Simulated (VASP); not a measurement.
Set up this calculation in VASP 6.6.1, as the native input.

```yaml
Task: band structure
Functional: PBE
Potentials_or_basis: VASP PAW PBE potentials, release 64 (In_d)
Cutoff: 520 eV
k_mesh: 16 × 16 × 16
Occupations: methfessel-paxton, width 0.1 eV
Spin: no spin polarisation
Further_INCAR_settings: ALGO = Fast; EDIFF = 1e-06; NBANDS = 12
```

The structure of In lies in POSCAR:

```
In                                      
1.0
   -1.5943647362      1.5943647362      2.5113719372
    1.5943647362     -1.5943647362      2.5113719372
    1.5943647362      1.5943647362     -2.5113719372
  In            
     1
Direct
     0.0000000000000000    0.0000000000000000    0.0000000000000000
```

One way to write it, as run:

INCAR

```
SYSTEM = In
  PREC = Accurate
  ENCUT = 520
  EDIFF = 1E-6
  ISMEAR = 1
  SIGMA = 0.1
  LREAL = .FALSE.
  LASPH = .TRUE.
  NELM = 80
  ALGO = Fast
  ISIF = 2
  LWAVE = .FALSE.
  LCHARG = .FALSE.
  GGA = PE
  NBANDS = 12
  KPAR = 4
```

KPOINTS

```
regular mesh
0
G
  16 16 16
  0 0 0
```

KPOINTS_OPT

```
explicit points
298
Reciprocal
 0.0000000000  0.0000000000  0.0000000000 1
 0.0000000000  0.0000000000  0.0263157895 1
 0.0000000000  0.0000000000  0.0526315789 1
 0.0000000000  0.0000000000  0.0789473684 1
 0.0000000000  0.0000000000  0.1052631579 1
 0.0000000000  0.0000000000  0.1315789474 1
[... 290 lines left out ...]
 0.0137795600  0.0137795600  0.4862204400 1
-0.0137795600 -0.0137795600  0.5137795600 1
```

Potentials or basis: VASP PAW PBE potentials, release 64 (In_d).

The run is started by

```bash
$ cat potpaw_PBE.64/In_d/POTCAR > POTCAR
$ mpirun -np 4 vasp_std > vasp.out
```

Results of the run:

The pressure is 3.1 GPa and the band gap along the path is none (metal or under the smearing width).

Caveat: spin-orbit coupling is left out, which moves the levels of the heavy elements.

It took 24 s on 4 MPI ranks on Intel(R) Xeon(R) 6975P-C (Granite Rapids) (shared host), peak memory 0.28 GiB a rank.
